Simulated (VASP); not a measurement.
Output of a VASP run:

OSZICAR:
```
       N       E                     dE             d eps       ncg     rms          rms(c)
DAV:   1     0.900450968832E+02    0.90045E+02   -0.77428E+03   840   0.120E+03
DAV:   2    -0.353950615197E+00   -0.90399E+02   -0.83080E+02  1204   0.204E+02
DAV:   3    -0.479984993532E+01   -0.44459E+01   -0.44254E+01  1068   0.485E+01
DAV:   4    -0.483293219659E+01   -0.33082E-01   -0.33062E-01   992   0.498E+00
DAV:   5    -0.483333551744E+01   -0.40332E-03   -0.40328E-03  1020   0.520E-01    0.628E+00
DAV:   6    -0.453639812109E+01    0.29694E+00   -0.51152E-01   916   0.584E+00    0.340E+00
DAV:   7    -0.450212745526E+01    0.34271E-01   -0.20521E-01   952   0.340E+00    0.136E+00
DAV:   8    -0.450101998829E+01    0.11075E-02   -0.22049E-02   972   0.118E+00    0.106E-01
DAV:   9    -0.450060583907E+01    0.41415E-03   -0.14173E-03   932   0.314E-01    0.479E-02
DAV:  10    -0.450061204282E+01   -0.62038E-05   -0.17277E-04  1020   0.103E-01    0.286E-02
DAV:  11    -0.450060616452E+01    0.58783E-05   -0.41624E-05   908   0.507E-02    0.708E-03
DAV:  12    -0.450060534897E+01    0.81556E-06   -0.36316E-06   912   0.174E-02
   1 F= 0.62877620E+01 E0= 0.62877620E+01  d E =0.628776E+01
```

File OUTCAR:
```
------------------------ aborting loop because EDIFF is reached ----------------------------------------
  FORCE on cell =-STRESS in cart. coord.  units (eV):
  Direction    XX          YY          ZZ          XY          YZ          ZX
  --------------------------------------------------------------------------------------
  Total       10.8135210     10.8135210     10.8135210      0.0000000     -0.0000000     -0.0000000
  in kB      451.0492002    451.0492002    451.0492002      0.0000000     -0.0000000     -0.0000000
  external PRESSURE =       1.0492002 kB  Pullay stress =     450.0000000 kB
  volume of cell :       38.41
      direct lattice vectors                 reciprocal lattice vectors
     3.374048060  0.000000000  0.000000000     0.296379892  0.000000000  0.000000000
     0.000000000  3.374048060  0.000000000     0.000000000  0.296379892  0.000000000
     0.000000000  0.000000000  3.374048060     0.000000000  0.000000000  0.296379892
 POSITION                                       TOTAL-FORCE (eV/Angst)
 -----------------------------------------------------------------------------------
      0.00000      0.00000      0.00000         0.000000      0.000000      0.000000
      1.68702      1.68702      1.68702         0.000000      0.000000      0.000000
 -----------------------------------------------------------------------------------
    total drift:                                0.000000      0.000000      0.000000
  FREE ENERGIE OF THE ION-ELECTRON SYSTEM (eV)
  ---------------------------------------------------
  free  energy   TOTEN  =        -4.5006053490 eV

  energy  without entropy=       -4.5006053490  energy(sigma->0) =       -4.50060535
  enthalpy is  TOTEN    =         6.2877619624 eV   P V=       10.7883673114

 reached required accuracy - stopping structural energy minimisation
```
(Selected blocks of OUTCAR.)

### POSCAR
```
CsCl
1
    3.3740480597    -0.0000000000    -0.0000000000
   -0.0000000000     3.3740480597     0.0000000000
    0.0000000000     0.0000000000     3.3740480597
Cs Cl
1 1
Direct
  0.0000000000   0.0000000000   0.0000000000
  0.5000000000   0.5000000000   0.5000000000
```

Write an INCAR and KPOINTS that could have produced this output.

Several could match; the one computed here: the input of the run itself, PBEsol GGA, plane waves, VASP's PBE PAW potentials (set 64).

### KPOINTS
```
Regular mesh
0
Gamma
 8 8 8
0 0 0
```

**INCAR**
```
SYSTEM=CsCl
PREC=Accurate; ENCUT=500; LREAL=.False.
LASPH=.True.
EDIFF=1E-6; NELM=100; ALGO=Normal
LMAXMIX=4
ISMEAR=0; SIGMA=0.05
GGA=PS
IBRION=2; NSW=40; ISIF=3
EDIFFG=-0.02; PSTRESS=450
LWAVE=.False.; LCHARG=.False.
```

POTCAR, in this order: Cs_sv Cl (PBE.64 set). Program: vasp_std.

The compound is CsCl in the CsCl type structure. It was relaxed first under an external pressure of 45 GPa.
